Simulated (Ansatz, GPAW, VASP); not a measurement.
## One calculation of TiO2, 3 ways

```
Ti O
1.0
     4.59984    0.00000    0.00000
     0.00000    4.59984    0.00000
     0.00000    0.00000    2.95921
Ti O
2 4
Direct
  0.00000 0.00000 0.50000
  0.50000 0.50000 0.00000
  0.30432 0.30432 0.50000
  0.19568 0.80432 0.00000
  0.80432 0.19568 0.00000
  0.69568 0.69568 0.50000
```

The cell is a database's computed one, not the measured one.

Alike in all runs: task single point; functional PBE; k mesh 6 × 6 × 9; occupations gaussian, width 0.015 eV; no spin polarisation; no spin-orbit coupling. Pressure is positive in compression and, in plane waves, holds the error of the finite cutoff, which Ansatz's Pulay term estimates and takes out.

```
                    program and potentials  plane-wave cutoff (eV)                             notes  pressure (GPa)
                        Ansatz, Ansatz PAW                     420  Pulay term of +0.73 GPa included            4.25
      VASP, PBE PAW files O, Ti_sv, 520 eV                     520                                 -            4.92
GPAW, GPAW PAW data sets (gpaw-data 1.2.1)                     800                                 -            5.33
```

Force on atom 3 (O), eV/Å:

```json
{"program and potentials": "VASP, PBE PAW files O, Ti_sv, 520 eV", "x": "-0.015", "y": "-0.015", "z": "0.000"}
{"program and potentials": "GPAW, GPAW PAW data sets (gpaw-data 1.2.1)", "x": "-0.020", "y": "-0.020", "z": "0.000"}
```

The pressure spans 4.25 (Ansatz, Ansatz PAW) to 5.33 GPa (GPAW, GPAW PAW data sets (gpaw-data 1.2.1)).

Differences between rows come from potentials, basis sets and numerical settings, since the functional is the same but for its coding. Runs on potential files found faulty are left out.
